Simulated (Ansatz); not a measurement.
**Si2Mo under changes of volume**

One of the cells (13.416 Å³/atom); the others are scaled copies at fixed shape and fractional positions:

```
Mo Si
1.0
    -1.60000    1.60000    3.93050
     1.60000   -1.60000    3.93050
     1.60000    1.60000   -3.93050
Mo Si
1 2
Cartesian
  0.0000 0.0000 0.0000
  0.0000 0.0000 5.2433
  0.0000 0.0000 2.6177
```

| Item | Value |
| --- | --- |
| Program | Ansatz 0.2.0 |
| Functional | PBE |
| Potentials or basis | Ansatz PAW |
| Cutoff | 420 eV (not typed: the program's choice for these potentials) |
| k mesh | 12 × 12 × 12 |
| Occupations | fermi-dirac, width 0.05 eV |
| Spin | no spin polarisation |

```tsv
volume (Å³/atom)	energy over the lowest point (meV/atom)	pressure (GPa)	largest force (eV/Å)
12.611	?	?	?
12.879	23.40	12.0	0.213
13.148	7.73	6.8	0.247
13.416	0.21	2.2	0.279
13.684	0.00	-1.9	0.309
13.953	6.35	-5.6	0.338
14.221	18.60	-8.9	0.364
```

Question: What does the run at 12.611 Å³/atom give?

Answer: Energy over the lowest point 48.13 meV/atom; pressure 17.7 GPa; largest force 0.177 eV/Å.

Worked out: A Birch-Murnaghan fit of order 3 (a polynomial in V^(-2/3)) to the other rows has its minimum at 13.56 Å³/atom with B0 = V·E''(V) = 208 GPa and B' = 4.3 at fixed shape and positions, which overstates the stiffness. It gives 48.04 meV/atom at 12.611 Å³/atom, against the run's 48.13, and -dE/dV = 17.6 GPa, against 17.7.

Energies are extrapolated to zero smearing.
